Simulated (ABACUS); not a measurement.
The system is Ge.

```
CELL_PARAMETERS angstrom
0.00000 2.82891 2.82891
2.82891 0.00000 2.82891
2.82891 2.82891 0.00000
ATOMIC_POSITIONS crystal
Ge 0.75000 0.75000 0.75000
Ge 0.50000 0.50000 0.50000
```

Base run:

```yaml
Program: ABACUS 3.10.1
Functional: BLYP
Potentials_or_basis: SPMS ONCV 1.0 PBE
Cutoff: 1075 eV
Density_cutoff: 4299 eV
Basis: plane waves
k_mesh: 6 × 6 × 6
Occupations: fermi-dirac, width 0.05 eV
Spin: no spin polarisation
```

Its results: band gap on the k mesh none (metal or under the smearing width); pressure 6.0 GPa.

**Question.** The run is repeated on the same cell with these changes: functional from BLYP to PW91; potentials or basis from SPMS ONCV 1.0 PBE to SG15 ONCV 1.2 PBE. What comes out?

**Answer.** Band gap on the k mesh none (metal or under the smearing width); pressure 3.3 GPa.

Caveats: the potentials were made for another functional, which shifts forces and pressure; this crystal is a semiconductor, whose small gap the functional closes, so the metal is an error of the method.
